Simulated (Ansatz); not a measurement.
Ta:

```
CELL_PARAMETERS angstrom
-1.65128 1.65128 1.65128
1.65128 -1.65128 1.65128
1.65128 1.65128 -1.65128
ATOMIC_POSITIONS crystal
Ta 0.00000 0.00000 0.00000
```

* Program: Ansatz 0.2.0
* Task: relaxation of cell and atoms
* Functional: PBEsol
* Dispersion: D3(BJ)
* Potentials or basis: Ansatz PAW
* Cutoff: 420 eV (not typed: the program's choice for these potentials)
* k mesh: 11 × 11 × 11
* Occupations: fermi-dirac, width 0.05 eV
* Spin: no spin polarisation

At the start: volume 18.01 Å³/atom.

Problem. How do energy, volume and symmetry change on relaxing?

Solution. It ends after 5 steps and the volume is 17.08 Å³/atom (-5.2 %); space group Im-3m (No. 229, to 0.05 Å).

Step by step:
```tsv
step	energy change (eV)	largest force (eV/Å)	volume (Å³)
1	0.0000	0.0000	18.01
2	-0.0325	0.0000	17.21
3	-0.0333	0.0000	17.07
4	-0.0333	0.0000	17.08
5	-0.0330	0.0000	17.08
```

Final structure:
```xyz
1
Lattice="-1.6224 1.6224 1.6224 1.6224 -1.6224 1.6224 1.6224 1.6224 -1.6224" Properties=species:S:1:pos:R:3 pbc="T T T"
Ta    0.0000    0.0000    0.0000
```

Caveat: the plane-wave basis is chosen anew once the cell has moved, so the energies of steps on either side of that aren't comparable; pairwise dispersion overbinds metals, which lowers pressure and volume; the PAW data sets come from PBE, with cores solved anew for the run's functional, which leaves a small shift of forces and pressure.
